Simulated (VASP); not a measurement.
# ZnSiP2 (I-42d) in VASP: single point with PBE

Aim: the single point of ZnSiP2 with PBE.

All numbers are computed with VASP 6.6.1; they aren't measurements. Logs are shortened: lines on timing, memory, paths and dates and some standing lists are left out, and cuts for length are marked.

### 1 Starting point

It takes space group I-42d (No. 122, tetragonal). Conventional cell: a = 5.373 Å, b = 5.373 Å, c = 10.460 Å, α = 90.00°, β = 90.00°, γ = 90.00°. Zn (site symmetry -4) is surrounded by 4 P at 2.36 Å. Si (site symmetry -4) has 4 P at 2.25 Å as nearest neighbours. P (site symmetry 2) has 2 Si at 2.25 Å and 2 Zn at 2.36 Å as nearest neighbours.

The cell is a database's computed one.

### 2 Single point, PBE

INCAR reads:

```
  PREC = Accurate
  ENCUT = 520
  EDIFF = 1E-6
  ISMEAR = 0
  SIGMA = 0.1
  LREAL = False
  LASPH = True
  NELM = 100
  ALGO = Fast
  ISIF = 2
  LWAVE = False
  LCHARG = False
  GGA = PE
  NBANDS = 36
```

KPOINTS reads:

```
Automatic mesh
0
Gamma
  6 6 6
```

POSCAR reads:

```
ZnSiP2
1.0
   -2.6867032364      2.6867032364      5.2300306318
    2.6867032364     -2.6867032364      5.2300306318
    2.6867032364      2.6867032364     -5.2300306318
Zn Si P
2 2 4
Direct
    0.0000000000      0.0000000000      0.0000000000
    0.7500000000      0.2500000000      0.5000000000
    0.5000000000      0.5000000000      0.0000000000
    0.2500000000      0.7500000000      0.5000000000
    0.3750000000      0.3923012000      0.5173012000
    0.8750000000      0.8576988000      0.4826988000
    0.6076988000      0.1250000000      0.9826988000
    0.1423012000      0.6250000000      0.0173012000
```

Potentials or basis: VASP PAW PBE potentials, release 64 (Zn, Si, P).

Run with:

```console
$ cat potpaw_PBE.64/Zn/POTCAR potpaw_PBE.64/Si/POTCAR potpaw_PBE.64/P/POTCAR > POTCAR
$ mpirun -np 1 vasp_std > vasp.out
```

OUTCAR:

```text
PREC = Accurate
   ENCUT = 520
   EDIFF = 1E-6
   ISMEAR = 0
   LREAL = False
   LASPH = True
   NELM = 100
   ISIF = 2
   GGA = PE

 ion  position               nearest neighbor table
   1  0.000  0.000  0.000-   5 2.36   7 2.36   6 2.36   8 2.36
   2  0.750  0.250  0.500-   8 2.36   6 2.36   7 2.36   5 2.36
   3  0.500  0.500  0.000-   5 2.25   6 2.25   7 2.25   8 2.25
   4  0.250  0.750  0.500-   5 2.25   6 2.25   7 2.25   8 2.25
   5  0.375  0.392  0.517-   3 2.25   4 2.25   1 2.36   2 2.36
   6  0.875  0.858  0.483-   3 2.25   4 2.25   1 2.36   2 2.36
   7  0.608  0.125  0.983-   3 2.25   4 2.25   2 2.36   1 2.36
   8  0.142  0.625  0.017-   3 2.25   4 2.25   2 2.36   1 2.36

  LATTYP: Found a body centered tetragonal cell.
 ALAT       =     5.3734064728
 C/A-ratio  =     1.9466350287

  Lattice vectors:

 A1 = (  -2.6867032364,   2.6867032364,   5.2300306318)
 A2 = (   2.6867032364,  -2.6867032364,   5.2300306318)
 A3 = (   2.6867032364,   2.6867032364,  -5.2300306318)

Analysis of symmetry for initial positions (statically):
=====================================================================
 Subroutine PRICEL returns:
 Original cell was already a primitive cell.

 Routine SETGRP: Setting up the symmetry group for a
 body centered tetragonal supercell.

 Subroutine GETGRP returns: Found  8 space group operations
 (whereof  4 operations were pure point group operations)
 out of a pool of 16 trial point group operations.

The static configuration has the point symmetry S_4 .
 The point group associated with its full space group is D_2d.

Analysis of symmetry for dynamics (positions and initial velocities):
=====================================================================
 Subroutine PRICEL returns:
 Original cell was already a primitive cell.

 Routine SETGRP: Setting up the symmetry group for a
 body centered tetragonal supercell.

 Subroutine GETGRP returns: Found  8 space group operations
 (whereof  4 operations were pure point group operations)
 out of a pool of 16 trial point group operations.

The dynamic configuration has the point symmetry S_4 .
 The point group associated with its full space group is D_2d.

 Subroutine INISYM returns: Found  8 space group operations
 (whereof  4 operations are pure point group operations),
 and found     1 'primitive' translations

----------------------------------------------------------------------------------------

                                     Primitive cell

  volume of cell :     151.0093

  direct lattice vectors                    reciprocal lattice vectors
    -2.686703236  2.686703236  5.230030632     0.000000000  0.186101685  0.095601735
     2.686703236 -2.686703236  5.230030632     0.186101685  0.000000000  0.095601735
     2.686703236  2.686703236 -5.230030632     0.186101685  0.186101685  0.000000000

  length of vectors
     6.464516144  6.464516144  6.464516144     0.209221244  0.209221244  0.263187527

  position of ions in fractional coordinates (direct lattice)
     0.000000000  0.000000000  0.000000000
     0.750000000  0.250000000  0.500000000
     0.500000000  0.500000000  0.000000000
     0.250000000  0.750000000  0.500000000
     0.375000000  0.392301200  0.517301200
     0.875000000  0.857698800  0.482698800
     0.607698800  0.125000000  0.982698800
     0.142301200  0.625000000  0.017301200

  ion indices of the primitive-cell ions
   primitive index   ion index
                 1           1
                 2           2
                 3           3
                 4           4
                 5           5
                 6           6
                 7           7
                 8           8

----------------------------------------------------------------------------------------

 KPOINTS: Automatic mesh

Automatic generation of k-mesh.
 Grid dimensions read from file:
 generate k-points for:    6    6    6

 Generating k-lattice:

  Cartesian coordinates                     Fractional coordinates (reciprocal lattice)
     0.000000000  0.031016948  0.015933622     0.166666667 -0.000000000  0.000000000
     0.031016948  0.000000000  0.015933622    -0.000000000  0.166666667  0.000000000
     0.031016948  0.031016948  0.000000000     0.000000000  0.000000000  0.166666667

  Length of vectors
     0.034870207  0.034870207  0.043864588

  Shift w.r.t. Gamma in fractional coordinates (k-lattice)
     0.000000000  0.000000000  0.000000000

 Subroutine IBZKPT returns following result:
 ===========================================

 Found     30 irreducible k-points:

 Following reciprocal coordinates:
            Coordinates               Weight
  0.000000  0.000000  0.000000      1.000000
  0.166667  0.000000  0.000000      8.000000
  0.333333  0.000000 -0.000000      8.000000
  0.500000  0.000000  0.000000      4.000000
  0.166667  0.166667  0.000000      8.000000
  0.333333  0.166667 -0.000000     16.000000
[... 16 lines left out ...]
 -0.333333 -0.333333  0.166667      8.000000
 -0.166667 -0.333333  0.166667      8.000000
 [... further k-points ...]
   k-points           NKPTS =     30   k-points in BZ     NKDIM =     30   number of bands    NBANDS=     36
   number of dos      NEDOS =    301   number of ions     NIONS =      8
   total plane-waves  NPLWV = 110592
   dimension x,y,z NGX =    48 NGY =   48 NGZ =   48
   dimension x,y,z NGXF=    96 NGYF=   96 NGZF=   96
   ions per type =               2   2   4
   NGX,Y,Z   is equivalent  to a cutoff of  12.34, 12.34, 12.34 a.u.
   NGXF,Y,Z  is equivalent  to a cutoff of  24.69, 24.69, 24.69 a.u.
 SYSTEM =  unknown system
   PREC   = accura    normal or accurate (medium, high low for compatibility)
   ISTART =      0    job   : 0-new  1-cont  2-samecut
   ICHARG =      2    charge: 1-file 2-atom 10-const
   ISPIN  =      1    spin polarized calculation?
   LNONCOLLINEAR =      F non collinear calculations
   LSORBIT =      F    spin-orbit coupling
   LASPH  =      T    aspherical Exc in radial PAW
   ENCUT  =  520.0 eV  38.22 Ry    6.18 a.u.  12.02 12.02 12.02*2*pi/ulx,y,z
   NELM   =    100;   NELMIN=  2; NELMDL= -5     # of ELM steps
   EDIFF  = 0.1E-05   stopping-criterion for ELM
   LREAL  =      F    real-space projection
   EDIFFG = 0.1E-04   stopping-criterion for IOM
   NSW    =      0    number of steps for IOM
   IBRION =     -1    ionic relax: 0-MD 1-quasi-New 2-CG
   NFREE  =      0    steps in history (QN), initial steepest desc. (CG)
   ISIF   =      2    stress and relaxation
   ISYM   =      2    0-nonsym 1-usesym 2-fastsym
   POTIM  = 0.5000    time-step for ionic-motion
   TEBEG  =    0.0;   TEEND  =   0.0 temperature during run
   PSTRESS=    0.0 pullay stress
   NELECT =      52.0000    total number of electrons
   NUPDOWN=      -1.0000    fix difference up-down
   EMIN   =  10.00;   EMAX   =-10.00  energy-range for DOS
   EFERMI =   0.00;   METHOD = LEGACY
   ISMEAR =     0;   SIGMA  =   0.10  broadening in eV -4-tet -1-fermi 0-gaus
   EFERMI_NEDOS =   21; number of points for ismear=-14 and -15
   IALGO  =     68    algorithm
   IMIX   =      4    mixing-type and parameters
     AMIX     =   0.40;   BMIX     =  1.00
     AMIX_MAG =   1.60;   BMIX_MAG =  1.00
  volume/ion in A,a.u.               =      18.88       127.38
  Fermi-wavevector in a.u.,A,eV,Ry     =   1.147470  2.168404 17.914625  1.316688
  Thomas-Fermi vector in A             =   2.284150
   LORBIT       =      0    0 simple, 1 ext, 2 COOP (PROOUT), +10 PAW based schemes
   GGA     = PE    functional components
   LHFCALC =     F    Hartree Fock is set to
   AEXX    =    0.0000 exact exchange contribution
   IVDW    =     0    specifies the selected vdW correction
   LEPSILON=     F    determine dielectric tensor
   LRPA    =     F    only Hartree local field effects (RPA)
 non-spin polarized calculation
 RMM-DIIS sequential band-by-band and
 Gauss-broadening in eV      SIGMA  =   0.10
  energy-cutoff  :      520.00
  volume of cell :      151.01
 maximum number of plane-waves:      4088
   NGX = 25   NGY = 25   NGZ = 25

 number of electron      52.0000018 magnetization

 Free energy of the ion-electron system (eV)
  ---------------------------------------------------
  ext. energy  EPLUGINS =         0.00000000
  ---------------------------------------------------
  free energy    TOTEN  =       -37.18001991 eV

  energy without entropy =      -37.18001991  energy(sigma->0) =      -37.18001991

 E-fermi :   5.0788     XC(G=0):  -9.8099

 val. band max:        4.6468698390   @ k =   0.0000   0.0000   0.0000
 cond. band min:       5.9630679969   @ k =   0.0000   0.0000   0.0000
 fundamental gap:      1.3161981579
 Fermi energy:         5.0787580536

 k-point     1 :       0.0000    0.0000    0.0000
  band No.  band energies     occupation
      1      -8.4115      2.00000
      2      -5.4691      2.00000
      3      -5.4606      2.00000
      4      -5.4606      2.00000
      5      -3.9516      2.00000
      6      -2.1565      2.00000
[... 28 lines left out ...]
     35       9.8733      0.00000
     36      10.3712      0.00000

 k-point     2 :       0.1667    0.0000    0.0000
  band No.  band energies     occupation
      1      -8.2859      2.00000
      2      -5.7720      2.00000
      3      -5.5603      2.00000
      4      -5.5125      2.00000
      5      -3.6704      2.00000
      6      -2.2348      2.00000
[... 28 lines left out ...]
     35       9.7562      0.00000
     36      10.5608      0.00000
[... 817 lines left out ...]
     35       9.7520      0.00000
     36      10.6335      0.00000

 k-point    24 :      -0.1667   -0.3333    0.1667
  band No.  band energies     occupation
      1      -8.0668      2.00000
      2      -6.3415      2.00000
      3      -5.6727      2.00000
      4      -5.5092      2.00000
      5      -3.2003      2.00000
      6      -2.3783      2.00000
[... 28 lines left out ...]
     35       9.3959      0.00000
     36      10.0607      0.00000

 [... further k-points ...]

------------------------ aborting loop because EDIFF is reached ----------------------------------------

  FORCE on cell =-STRESS in cart. coord.  units (eV):
  Direction    XX          YY          ZZ          XY          YZ          ZX
  --------------------------------------------------------------------------------------
  -------------------------------------------------------------------------------------
  Total        2.1368056      2.1368056      2.0568291      0.0000000      0.0000000      0.0000000
  in kB       22.6710673     22.6710673     21.8225339      0.0000000      0.0000000      0.0000000
  external PRESSURE =      22.3882228 kB  Pullay stress =       0.0000000 kB

 VOLUME and BASIS-vectors are now :
 -----------------------------------------------------------------------------
  energy-cutoff  :      520.00
  volume of cell :      151.01
      direct lattice vectors                 reciprocal lattice vectors
    -2.686703236  2.686703236  5.230030632     0.000000000  0.186101685  0.095601735
     2.686703236 -2.686703236  5.230030632     0.186101685  0.000000000  0.095601735
     2.686703236  2.686703236 -5.230030632     0.186101685  0.186101685  0.000000000

 POSITION                                       TOTAL-FORCE (eV/Angst)
 -----------------------------------------------------------------------------------
      0.00000      0.00000      0.00000        -0.000000     -0.000000      0.000000
     -0.00000      2.68670      2.61502         0.000000     -0.000000     -0.000000
      0.00000      0.00000      5.23003         0.000000     -0.000000      0.000000
      2.68670     -0.00000      2.61502        -0.000000     -0.000000      0.000000
      1.43632      1.34335      1.30751        -0.022380     -0.000000      0.000000
      1.25039      1.34335      6.53754         0.022380     -0.000000      0.000000
      1.34335      3.93709     -1.30751        -0.000000      0.022380      0.000000
      1.34335     -1.25039      3.92252         0.000000     -0.022380      0.000000
 -----------------------------------------------------------------------------------
    total drift:                                0.000003      0.000003     -0.000006

  FREE ENERGIE OF THE ION-ELECTRON SYSTEM (eV)
  ---------------------------------------------------
  free  energy   TOTEN  =       -37.1800199084 eV

  energy  without entropy=      -37.1800199084  energy(sigma->0) =      -37.18001991
```

Wall time 6.9 min (1 thread of AMD EPYC 7R43 (Zen 3), shared host); peak memory 0.35 GiB.

Results:

- Free energy: -37.1800 eV
- Pressure: 2.2 GPa
- Largest force: 0.022 eV/Å
- Band gap on the k mesh: 1.32 eV, direct

Forces on the atoms (eV/Å):
```
Zn   0.000  0.000  0.000
Zn   0.000  0.000  0.000
Si   0.000  0.000  0.000
Si   0.000  0.000  0.000
P   -0.022  0.000  0.000
P    0.022  0.000  0.000
P    0.000  0.022  0.000
P    0.000 -0.022  0.000
```

A k mesh can miss the band edges. As with any semilocal functional, this PBE gap is likely too small.
